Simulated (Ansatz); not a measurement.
# Computed properties of ZnSnN2 (ordering on rocksalt)

All numbers come from the plane-wave code Ansatz. Note: simulated data, non-magnetic, for a generated structure that need not be the stable one.

The cell is an ordered 4-atom cell of ZnSnN2 on the rocksalt lattice (R-3m); cell and atoms were relaxed with r2SCAN. Space group R-3m (No. 166), trigonal; conventional cell a = 3.167 Å, c = 15.449 Å, 11.19 Å³ an atom. Zn is surrounded by 6 N at 2.27 Å; Sn is surrounded by 6 N at 2.21 Å; N is surrounded by 3 Sn at 2.21 Å and 3 Zn at 2.27 Å.

```
Zn Sn N
1.0
     1.58369    0.91434    5.14982
    -1.58369    0.91434    5.14982
     0.00000   -1.82868    5.14982
Zn Sn N
1 1 2
Direct
  0.00000 0.00000 0.00000
  0.50000 0.50000 0.50000
  0.24647 0.24647 0.24647
  0.75353 0.75353 0.75353
```

Relaxed lattice by functional, symmetry kept:
```json
{"functional": "PBE", "k mesh": "10×10×10", "a (Å)": "3.203", "c (Å)": "15.637", "volume (Å³/atom)": "11.58"}
{"functional": "r2SCAN", "k mesh": "8×8×8", "a (Å)": "3.167", "c (Å)": "15.449", "volume (Å³/atom)": "11.19"}
{"functional": "PBEsol", "k mesh": "8×8×8", "a (Å)": "3.165", "c (Å)": "15.407", "volume (Å³/atom)": "11.14"}
{"functional": "LDA", "k mesh": "8×8×8", "a (Å)": "3.138", "c (Å)": "15.241", "volume (Å³/atom)": "10.83"}
{"functional": "HSE06", "k mesh": "6×6×6", "a (Å)": "3.159", "c (Å)": "15.446", "volume (Å³/atom)": "11.12"}
```

Band edges at fixed r2SCAN geometry:
```
       level    k mesh  gap (eV)      kind                        edges  least direct gap (eV)       rough cost
         LDA  10×10×10      0.60  indirect  (-0.005, 0.195, -0.201) → F                   0.69   6 core-seconds
         PBE  10×10×10      0.74  indirect              Γ–S₀ (0.58) → Γ                   0.85   8 core-seconds
     PBE+SOC  10×10×10      0.74  indirect  (-0.005, 0.195, -0.201) → Γ                   0.85  40 core-seconds
      r2SCAN  10×10×10      1.19  indirect  (-0.005, 0.195, -0.201) → Γ                   1.33  20 core-seconds
     r2SCANh     6×6×6      1.86  indirect  (-0.005, 0.195, -0.201) → Γ                   2.04   5 core-minutes
       HSE06     6×6×6      1.90  indirect  (-0.005, 0.195, -0.201) → Γ                   2.08   4 core-minutes
    DDH-PBE0     6×6×6      1.51  indirect  (-0.005, 0.195, -0.201) → Γ                   1.66   7 core-minutes
        PBE0     6×6×6      2.56  indirect  (-0.005, 0.195, -0.201) → Γ                   2.75   4 core-minutes
Hartree-Fock     6×6×6      9.40  indirect  (-0.005, 0.195, -0.201) → Γ                   9.55   5 core-minutes
```
PBE, PBE+SOC: smearing of 0.02 eV; the others have fixed occupations.
Wave cutoffs: 420 eV, 500 eV (r2SCAN, r2SCANh).
Points off the special ones are mesh points or PBE's searched band edges, reused at the other levels.
Costs come from shared machines and give only the order; PBE's includes the band path. The runs had 2 threads of Arm Neoverse V2 (shared host).

HSE06 gives an indirect gap of 1.90 eV, from k = (-0.005, 0.195, -0.201) to Γ; the least direct gap is 2.08 eV at F. Spin-orbit coupling changes the PBE gap by 0.00 eV, to 0.74 eV.

r2SCAN covers 39 % of the step from PBE to HSE06, while HSE06 needs about 13 times r2SCAN's cost (on a coarser mesh). Spin-orbit coupling moves the least or the direct gap by up to 0.01 eV, so it can be left out where a tenth of an eV counts. All these functionals give a gap of the same kind, indirect.

r2SCAN (ground state on 8×8×8): The clamped-ion dielectric constant comes out as 8.14 along x and y, 7.67 along z. Born charges, averaged over directions: Zn +2.78, Sn +4.08, N -3.43 e. PBE (ground state on 8×8×8): ε∞: 9.21 along x and y, 8.79 along z. Born charges, averaged over directions: Zn +2.81, Sn +4.10, N -3.45 e.

Only the levels marked +SOC include spin-orbit coupling.

Coordinates of k points refer to the reciprocal vectors of the primitive cell of the runs.
